**Q:** This table puts four computed constants of diamond in order of size, with measured values among them. What do the constants mean, and why is C12 so small in such a hard crystal?

Elastic constants of diamond, computed with ABINIT 10.8.3 using density-functional theory (LDA), PseudoDojo NC SR LDA v0.4.1 standard pseudopotentials, a plane-wave cutoff of 1116 eV and a 6 × 6 × 6 k-point mesh with four shifts. The cell was relaxed at zero pressure with the same settings, and the constants include the relaxation of the atoms under strain.

```csv
row,computed constant (GPa),what it is,measured constant (GPa),"label in the paper, method, sample",source
1,150,C12,n/a,n/a,n/a
2,n/a,n/a,441.8,adiabatic bulk modulus; ultrasonic measurement; bulk crystal,pmc:4962311 (2016)
3,n/a,n/a,442,B0 from ultrasound; ultrasonic measurement; bulk crystal,arXiv:cond-mat/0702656 (2007)
4,n/a,n/a,443,"bulk modulus of diamond, quoted experimental value; not stated; bulk crystal",arXiv:1701.05631 (2017)
5,n/a,n/a,444.8,B0 from Brillouin scattering; Brillouin scattering; bulk crystal,arXiv:cond-mat/0702656 (2007)
6,468.3,bulk modulus (Hill),n/a,n/a,n/a
7,594,C44,n/a,n/a,n/a
8,1105,C11,n/a,n/a,n/a
```

**A:** Stretch the crystal along one cube edge and hold its sides fixed. C11 is the stress along the stretch per unit strain, and C12 is the stress that appears sideways. C44 is the resistance to shearing the right angle between two cube edges, and the bulk modulus B is the resistance to uniform compression. C12 is thus a measure of how strongly a pull in one direction is passed on to the others, which is a different matter from hardness.

**Q:** Then what makes that passing-on weak?

**A:** Start from a limiting case: atoms joined only by springs along their four bonds. Lengthen the crystal along one cube edge and let the other two shrink by half as much, so that the volume stays the same. Every bond makes the same angle with all three edges, so to first order no bond changes its length. The springs don't resist at all, and only the angles between bonds have changed.

**Q:** So with springs alone diamond would be soft?

**A:** To that kind of distortion, yes. Its stiffness is C′ = (C11 − C12)/2, which would be zero, and C11, C12 and B would all be equal. The computed constants give C′ = (1105 − 150)/2 ≈ 478 GPa, slightly more than B. Measured by these moduli, diamond resists this change of shape about as strongly as a change of volume.

**Q:** And that fixes the order?

**A:** It fixes most of it. In any cubic crystal C11 = B + 4C′/3 and C12 = B − 2C′/3, so a large C′ pushes C11 far above B and C12 far below it. The small C12 is therefore a sign of strong resistance to shear. The size of C′ can be read from the table; its source is a matter of theory. Carbon's four sp³ bonds point to the corners of a tetrahedron, and bending them away costs much energy.

**Q:** Where does C44 come in?

**A:** This shear does change bond lengths, but diamond consists of two interlocking sublattices, and these can shift against each other. With springs alone the shift would restore every bond length, and C44 would fall to zero as well. Forces that hold the bond angles hinder the shift and keep C44 up.

**Q:** Can I estimate C44 from the other constants?

**A:** Keating's model does it with one constant α for stretching bonds and one constant β for bending them. With a as the cube edge, it gives

C11 = (α + 3β)/a, C12 = (α − β)/a, C44 = 4αβ/[(α + β)a].

The first two formulas yield 4β/a = C11 − C12 and 4α/a = C11 + 3C12. Inserted into the third, they give

C44 = (C11 − C12)(C11 + 3C12)/[2(C11 + C12)] = 955 × 1555/2510 ≈ 592 GPa.

The computed value, which was not used in the estimate, is 594 GPa.

**Q:** That looks like a proof of the model.

**A:** It isn't, because the two parts of the estimate are less good than their sum. With the sublattices frozen, the model gives C44 = (C11 + C12)/2 ≈ 628 GPa, while the same electronic-structure calculation gives 601 GPa. The model then lets the shift soften the crystal by 36 GPa, where the calculation finds only 7. Two errors of similar size cancel, so I would trust the model for the order of the constants and not for how the sublattices move.

**Q:** What does it say about the order in a related crystal?

**A:** Look at the ratio β/α. At zero, C11, C12 and B coincide and C44 vanishes; as the ratio grows, C11 and C12 move apart and C44 climbs. Setting C44 equal to B in the formulas puts the crossing near β/α = 0.4. Diamond has 955/1555 ≈ 0.6, so C44 lies above B; in a tetrahedral crystal whose angles are softer compared with its bonds, it can lie below.

**Q:** The measured values sit just under the computed B. Are they the same quantity?

**A:** Yes, all four are bulk moduli, so they belong beside the computed 468 GPa and no other constant. The calculation lies 5 to 6% above them. LDA, the density functional used here, generally makes bonds a little too short, and a compressed crystal is stiffer. The measured crystal also has zero-point and thermal vibrations, which expand and soften it, whereas the calculation treats atoms at rest.

**Q:** Which of the two matters more?

**A:** The table can't tell, since both act in the same direction. Computing B again at the measured volume wouldn't separate them, because that volume already contains the expansion by the vibrations. One would have to add the vibrations to the calculation itself and let the volume adjust. How much of the 5 to 6% would then be left for the functional to answer for?
